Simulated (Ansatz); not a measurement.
# HfB: properties at the relaxed cell

An exercise on one series of results from a longer session: the logs are not shown, and one member is left open.

Program: Ansatz 0.2.0. Level of theory: DFT PBE, scalar-relativistic, plane waves, PAW. These are calculated values, not measurements.

2 further runs of the same task are left out: 2 set aside as unsound or not needed.

## The system as given

It takes space group Fm-3m (No. 225, cubic). The conventional cell has a = 4.834 Å, b = 4.834 Å, c = 4.834 Å, α = 90.00°, β = 90.00°, γ = 90.00°. Hf (site symmetry m-3m) has 6 B at 2.42 Å in its first shell of neighbours. B (site symmetry m-3m) is surrounded by 6 Hf at 2.42 Å.

Coordinates:

```
CELL_PARAMETERS angstrom
0.00000 2.41690 2.41690
2.41690 0.00000 2.41690
2.41690 2.41690 0.00000
ATOMIC_POSITIONS crystal
Hf 0.50000 0.50000 0.50000
B 0.00000 0.00000 0.00000
```

This cell was relaxed beforehand with the same method: volume 14.12 Å³/atom, gap on the mesh none (metal).

Set-up of the first run:

Contents of input.yaml:

```yaml
crystal:
  lattice:
    - [0.0, 2.4168983054, 2.4168983054]
    - [2.4168983054, 0.0, 2.4168983054]
    - [2.4168983054, 2.4168983054, 0.0]
  atoms:
    - { symbol: Hf, position: [0.5, 0.5, 0.5] }
    - { symbol: B, position: [0.0, 0.0, 0.0] }
basis:
  ecutwfc: 420
kpoints:
  mp_grid: { grid: [16, 16, 16] }
  band_path:
    path:
      - [[0.0, 0.0, 0.0], [0.5, 0.0, 0.5], [0.625, 0.25, 0.625]]
      - [[0.375, 0.375, 0.75], [0.0, 0.0, 0.0], [0.5, 0.5, 0.5], [0.5, 0.25, 0.75], [0.5, 0.0, 0.5]]
    npoints: 14
hamiltonian:
  xc: pbe
scf:
  occupations: { method: gaussian, width: 0.1 }
  n_extra_bands: 6
output:
  forces: true
  stress: true
  eigenvalues: true
  populations: true
  dos: { projected: true, de: 0.02, nscf_kmesh: { grid: [24, 24, 24] } }
  bader: true
```

Run with:

```bash
ansatz run input.yaml --threads 1 --pin off --max-ram 2560MiB --backend cpu --events-out ev --progress --plain --runs-dir out
```

Among the steps run: Bands, states and charges; The cell scaled to 0.97 of its volume; Volume × 1.03; The cell scaled to 0.94 of its volume; The cell scaled to 1.06 of its volume.

One of the session's tables, all rows but one given; the rest of the session is left out.

It belongs to the step «Energy against volume». 

```
volume (Å³/atom)  energy above the lowest point (meV/atom)  pressure (GPa)
          13.271                                      29.7           11.81
          13.695                                       7.0            5.47
          14.118                                       0.0            0.00
          14.542                                         ?               ?
          14.965                                      24.5           -8.83
```

Q: Estimate the row for volume (Å³/atom) = 14.542 from the others.

Worked estimate for «energy above the lowest point (meV/atom)». A straight line through the neighbours (14.118, 0.0) and (14.965, 24.5) gives 0.0 + (24.5 − 0.0) × (14.542 − 14.118) / (14.965 − 14.118) = 12.3; a parabola fitted to 3 rows on both sides gives 5.8.

The run gave: energy above the lowest point (meV/atom): 6.4; pressure (GPa): -4.73. In «energy above the lowest point (meV/atom)» the line misses by +5.9 and the parabola by -0.6.
